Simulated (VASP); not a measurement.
BN:

```xyz
4
Lattice="2.4982 0.0000 0.0000 -1.2491 2.1635 0.0000 0.0000 0.0000 6.6357" Properties=species:S:1:pos:R:3 pbc="T T T"
N     1.2491    0.7212    1.6589
N     0.0000    1.4424    4.9768
B     1.2491    0.7212    4.9768
B     0.0000    1.4424    1.6589
```

Program: VASP 6.6.1. Alike in all runs: level PBEsol; potentials or basis VASP PAW PBE potentials, release 64 (N, B); no spin polarisation; cell as given; k mesh 12 × 12 × 4; cutoff (eV) 520; smearing gaussian 0.02 eV. Hardware: 1 thread of AMD EPYC 7R13 Processor (Zen 3) (shared host).

Question: Order these runs on this cell by their wall time, lowest first.
A. task electron localisation function
B. task optical spectrum
C. task Born charges and dielectric tensor

Answer: A (41 s), B (85 s), C (700 s).

Caveats: spectra need much finer meshes, so this one isn't converged (some runs); independent-particle spectra lack excitons (some runs).
